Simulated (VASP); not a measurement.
# SiSe2H2 in VASP: reference runs

Aim: a first look at SiSe2H2 with PBE, on the cell as given.

All numbers are computed with VASP 6.6.1; they aren't measurements. Logs are shortened: lines on timing, memory, paths and dates and some standing lists are left out, and cuts for length are marked.

## Step 1: The molecule as given

The cell holds a molecule in a box, 5 atoms: a = 12.000 Å, b = 12.000 Å, c = 12.000 Å, α = 90.00°, β = 90.00°, γ = 90.00°.

## Step 2: Single point, PBE

INCAR

```
  ALGO = Normal
  EDIFF = 1E-7
  ENCUT = 520
  GGA = PE
  ISIF = 2
  ISMEAR = 0
  LASPH = True
  LCHARG = False
  LREAL = False
  LWAVE = False
  NBANDS = 17
  NELM = 100
  PREC = Accurate
  SIGMA = 0.01
```

KPOINTS

```
k-points
0
Gamma
  1 1 1
```

POSCAR

```
SiH2Se2
1.0
   12.0000000000      0.0000000000      0.0000000000
    0.0000000000     12.0000000000      0.0000000000
    0.0000000000      0.0000000000     12.0000000000
Si Se H
1 2 2
Direct
    0.4953375000      0.5160708300      0.4512708300
    0.5830291700      0.4850958300      0.6131291700
    0.6249041700      0.3818541700      0.4446708300
    0.3772625000      0.4820041700      0.4427958300
    0.5193541700      0.6216458300      0.3925375000
```

Potentials or basis: VASP PAW PBE potentials, release 64 (Si, Se, H).

The run is started by

```console
$ cat potpaw_PBE.64/Si/POTCAR potpaw_PBE.64/Se/POTCAR potpaw_PBE.64/H/POTCAR > POTCAR
$ mpirun -np 1 vasp_gam > vasp.out
```

OUTCAR:

```text
EDIFF = 1E-7
   ENCUT = 520
   GGA = PE
   ISIF = 2
   ISMEAR = 0
   LASPH = True
   LREAL = False
   NELM = 100
   PREC = Accurate

 ion  position               nearest neighbor table
   1  0.495  0.516  0.451-   5 1.48   4 1.48   3 2.24   2 2.24
   2  0.583  0.485  0.613-   1 2.24   3 2.42
   3  0.625  0.382  0.445-   1 2.24   2 2.42
   4  0.377  0.482  0.443-   1 1.48
   5  0.519  0.622  0.393-   1 1.48

  LATTYP: Found a simple cubic cell.
 ALAT       =    12.0000000000

  Lattice vectors:

 A1 = (  12.0000000000,   0.0000000000,   0.0000000000)
 A2 = (   0.0000000000,  12.0000000000,   0.0000000000)
 A3 = (   0.0000000000,   0.0000000000,  12.0000000000)

Analysis of symmetry for initial positions (statically):
=====================================================================
 Subroutine PRICEL returns:
 Original cell was already a primitive cell.

 Routine SETGRP: Setting up the symmetry group for a
 simple cubic supercell.

 Subroutine GETGRP returns: Found  1 space group operations
 (whereof  1 operations were pure point group operations)
 out of a pool of 48 trial point group operations.

The static configuration has the point symmetry C_1 .

Analysis of symmetry for dynamics (positions and initial velocities):
=====================================================================
 Subroutine PRICEL returns:
 Original cell was already a primitive cell.

 Routine SETGRP: Setting up the symmetry group for a
 simple cubic supercell.

 Subroutine GETGRP returns: Found  1 space group operations
 (whereof  1 operations were pure point group operations)
 out of a pool of 48 trial point group operations.

The dynamic configuration has the point symmetry C_1 .

 Subroutine INISYM returns: Found  1 space group operations
 (whereof  1 operations are pure point group operations),
 and found     1 'primitive' translations

----------------------------------------------------------------------------------------

                                     Primitive cell

  volume of cell :    1728.0000

  direct lattice vectors                    reciprocal lattice vectors
    12.000000000  0.000000000  0.000000000     0.083333333  0.000000000  0.000000000
     0.000000000 12.000000000  0.000000000     0.000000000  0.083333333  0.000000000
     0.000000000  0.000000000 12.000000000     0.000000000  0.000000000  0.083333333

  length of vectors
    12.000000000 12.000000000 12.000000000     0.083333333  0.083333333  0.083333333

  position of ions in fractional coordinates (direct lattice)
     0.495337500  0.516070830  0.451270830
     0.583029170  0.485095830  0.613129170
     0.624904170  0.381854170  0.444670830
     0.377262500  0.482004170  0.442795830
     0.519354170  0.621645830  0.392537500

  ion indices of the primitive-cell ions
   primitive index   ion index
                 1           1
                 2           2
                 3           3
                 4           4
                 5           5

----------------------------------------------------------------------------------------

 KPOINTS: k-points

Automatic generation of k-mesh.
 Grid dimensions read from file:
 generate k-points for:    1    1    1

 Generating k-lattice:

  Cartesian coordinates                     Fractional coordinates (reciprocal lattice)
     0.083333333  0.000000000  0.000000000     1.000000000  0.000000000  0.000000000
     0.000000000  0.083333333  0.000000000     0.000000000  1.000000000  0.000000000
     0.000000000  0.000000000  0.083333333     0.000000000  0.000000000  1.000000000

  Length of vectors
     0.083333333  0.083333333  0.083333333

  Shift w.r.t. Gamma in fractional coordinates (k-lattice)
     0.000000000  0.000000000  0.000000000

 Subroutine IBZKPT returns following result:
 ===========================================

 Found      1 irreducible k-points:

 Following reciprocal coordinates:
            Coordinates               Weight
  0.000000  0.000000  0.000000      1.000000
   k-points           NKPTS =      1   k-points in BZ     NKDIM =      1   number of bands    NBANDS=     17
   number of dos      NEDOS =    301   number of ions     NIONS =      5
   total plane-waves  NPLWV = 729000
   dimension x,y,z NGX =    90 NGY =   90 NGZ =   90
   dimension x,y,z NGXF=   180 NGYF=  180 NGZF=  180
   ions per type =               1   2   2
   NGX,Y,Z   is equivalent  to a cutoff of  12.47, 12.47, 12.47 a.u.
   NGXF,Y,Z  is equivalent  to a cutoff of  24.94, 24.94, 24.94 a.u.
 SYSTEM =  unknown system
   PREC   = accura    normal or accurate (medium, high low for compatibility)
   ISTART =      0    job   : 0-new  1-cont  2-samecut
   ICHARG =      2    charge: 1-file 2-atom 10-const
   ISPIN  =      1    spin polarized calculation?
   LNONCOLLINEAR =      F non collinear calculations
   LSORBIT =      F    spin-orbit coupling
   LASPH  =      T    aspherical Exc in radial PAW
   ENCUT  =  520.0 eV  38.22 Ry    6.18 a.u.  22.31 22.31 22.31*2*pi/ulx,y,z
   NELM   =    100;   NELMIN=  2; NELMDL= -5     # of ELM steps
   EDIFF  = 0.1E-06   stopping-criterion for ELM
   LREAL  =      F    real-space projection
   EDIFFG = 0.1E-05   stopping-criterion for IOM
   NSW    =      0    number of steps for IOM
   IBRION =     -1    ionic relax: 0-MD 1-quasi-New 2-CG
   NFREE  =      0    steps in history (QN), initial steepest desc. (CG)
   ISIF   =      2    stress and relaxation
   ISYM   =      2    0-nonsym 1-usesym 2-fastsym
   POTIM  = 0.5000    time-step for ionic-motion
   TEBEG  =    0.0;   TEEND  =   0.0 temperature during run
   PSTRESS=    0.0 pullay stress
   NELECT =      18.0000    total number of electrons
   NUPDOWN=      -1.0000    fix difference up-down
   EMIN   =  10.00;   EMAX   =-10.00  energy-range for DOS
   EFERMI =   0.00;   METHOD = LEGACY
   ISMEAR =     0;   SIGMA  =   0.01  broadening in eV -4-tet -1-fermi 0-gaus
   EFERMI_NEDOS =   21; number of points for ismear=-14 and -15
   IALGO  =     38    algorithm
   IMIX   =      4    mixing-type and parameters
     AMIX     =   0.40;   BMIX     =  1.00
     AMIX_MAG =   1.60;   BMIX_MAG =  1.00
  volume/ion in A,a.u.               =     345.60      2332.22
  Fermi-wavevector in a.u.,A,eV,Ry     =   0.357534  0.675642  1.739244  0.127831
  Thomas-Fermi vector in A             =   1.275008
   LORBIT       =      0    0 simple, 1 ext, 2 COOP (PROOUT), +10 PAW based schemes
   GGA     = PE    functional components
   LHFCALC =     F    Hartree Fock is set to
   AEXX    =    0.0000 exact exchange contribution
   IVDW    =     0    specifies the selected vdW correction
   LEPSILON=     F    determine dielectric tensor
   LRPA    =     F    only Hartree local field effects (RPA)
 non-spin polarized calculation
 Gauss-broadening in eV      SIGMA  =   0.01
  energy-cutoff  :      520.00
  volume of cell :     1728.00
 maximum number of plane-waves:     23293
 NGX is ok and might be reduce to    90
   NGX = 45   NGY = 45   NGZ = 45

 number of electron      18.0000000 magnetization

 Free energy of the ion-electron system (eV)
  ---------------------------------------------------
  ext. energy  EPLUGINS =         0.00000000
  ---------------------------------------------------
  free energy    TOTEN  =       -18.82561550 eV

  energy without entropy =      -18.82561550  energy(sigma->0) =      -18.82561550

 E-fermi :  -4.7231     XC(G=0):  -0.9497

 val. band max:       -4.7755703652   @ k =   0.0000   0.0000   0.0000
 cond. band min:      -2.8024082964   @ k =   0.0000   0.0000   0.0000
 fundamental gap:      1.9731620688
 Fermi energy:        -4.7231429552

 k-point     1 :       0.0000    0.0000    0.0000
  band No.  band energies     occupation
      1     -19.1275      2.00000
      2     -15.8261      2.00000
      3     -12.7492      2.00000
      4      -9.0826      2.00000
      5      -9.0703      2.00000
      6      -7.7799      2.00000
      7      -7.0080      2.00000
      8      -6.6051      2.00000
      9      -4.7756      2.00000
     10      -2.8024      0.00000
     11      -1.4250      0.00000
     12      -0.8706      0.00000
     13      -0.2896      0.00000
     14       0.2421      0.00000
     15       0.5641      0.00000
     16       0.9122      0.00000
     17       0.9296      0.00000

------------------------ aborting loop because EDIFF is reached ----------------------------------------

  FORCE on cell =-STRESS in cart. coord.  units (eV):
  Direction    XX          YY          ZZ          XY          YZ          ZX
  --------------------------------------------------------------------------------------
  -------------------------------------------------------------------------------------
  Total        0.5843997      0.6306343      0.9287861     -0.2916711      0.1619074      0.0712781
  in kB        0.5418472      0.5847153      0.8611574     -0.2704334      0.1501182      0.0660881
  external PRESSURE =       0.6625733 kB  Pullay stress =       0.0000000 kB

 VOLUME and BASIS-vectors are now :
 -----------------------------------------------------------------------------
  energy-cutoff  :      520.00
  volume of cell :     1728.00
      direct lattice vectors                 reciprocal lattice vectors
    12.000000000  0.000000000  0.000000000     0.083333333  0.000000000  0.000000000
     0.000000000 12.000000000  0.000000000     0.000000000  0.083333333  0.000000000
     0.000000000  0.000000000 12.000000000     0.000000000  0.000000000  0.083333333

 POSITION                                       TOTAL-FORCE (eV/Angst)
 -----------------------------------------------------------------------------------
      5.94405      6.19285      5.41525        -0.153055      0.114361     -0.106395
      6.99635      5.82115      7.35755         0.047497      0.116704      0.455072
      7.49885      4.58225      5.33605         0.226340     -0.324697     -0.260917
      4.52715      5.78405      5.31355        -0.146129     -0.037868     -0.013297
      6.23225      7.45975      4.71045         0.025348      0.131500     -0.074463
 -----------------------------------------------------------------------------------
    total drift:                               -0.000165     -0.000170     -0.000103

  FREE ENERGIE OF THE ION-ELECTRON SYSTEM (eV)
  ---------------------------------------------------
  free  energy   TOTEN  =       -18.8256154978 eV

  energy  without entropy=      -18.8256154978  energy(sigma->0) =      -18.82561550
```

Run time: 1.7 min. Hardware: 1 thread of Intel Xeon Platinum 8488C (Sapphire Rapids), shared host; peak memory 1.2 GiB.

Results:

- Free energy: -18.8256 eV
- Largest force: 0.474 eV/Å
- Gap between the frontier levels: 1.97 eV

Forces in eV/Å, atoms in the order of the input:
```
Si  -0.153  0.114 -0.106
Se   0.047  0.117  0.455
Se   0.226 -0.325 -0.261
H   -0.146 -0.038 -0.013
H    0.025  0.132 -0.074
```

Levels at points of the mesh, in eV from the valence-band top:
```tsv
k point	band 7	band 8	band 9	band 10	band 11	band 12
(0.00, 0.00, 0.00)	-2.23	-1.83	0.00	1.97	3.35	3.90
```
